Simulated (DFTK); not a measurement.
KI:

```
I K
1.0
     0.00000    3.53277    3.53277
     3.53277    0.00000    3.53277
     3.53277    3.53277    0.00000
I K
1 1
Direct
  0.50000 0.50000 0.50000
  0.00000 0.00000 0.00000
```

Base run:

```yaml
Program: DFTK 0.8.2
Functional: PBE
Potentials_or_basis: dojo.nc.sr.pbe.v0_4_1.standard.upf (PBE)
Cutoff: 1007 eV
k_mesh: 7 × 7 × 7
Occupations: fermi-dirac, width 0.05 eV
Spin: no spin polarisation
```

Its results: band gap on the k mesh 3.96 eV, direct.

Problem. After a change of settings the same cell gave: band gap on the k mesh 3.57 eV, direct. Which change was it?
A. functional from PBE to LDA; potentials or basis from dojo.nc.sr.pbe.v0_4_1.standard.upf (PBE) to cp2k.nc.sr.lda.v0_1.largecore.gth (LDA, GTH, large core); cutoff from 1007 eV to 544 eV; valence electrons from 16 to 8
B. functional from PBE to PBEsol; potentials or basis from dojo.nc.sr.pbe.v0_4_1.standard.upf (PBE) to dojo.nc.sr.pbesol.v0_4_1.standard.upf (PBEsol)
C. potentials or basis from dojo.nc.sr.pbe.v0_4_1.standard.upf (PBE) to SPMS 1.0 (PBE); cutoff from 1007 eV to 816 eV

Solution. A.

Caveats: spin-orbit coupling is left out, which moves the levels of the heavy elements; an odd mesh through Γ misses points on the zone boundary, where band edges often lie (some runs); this set keeps more shells in the core, which shifts pressures and gaps (some runs).

Not every run made on this cell is shown here.
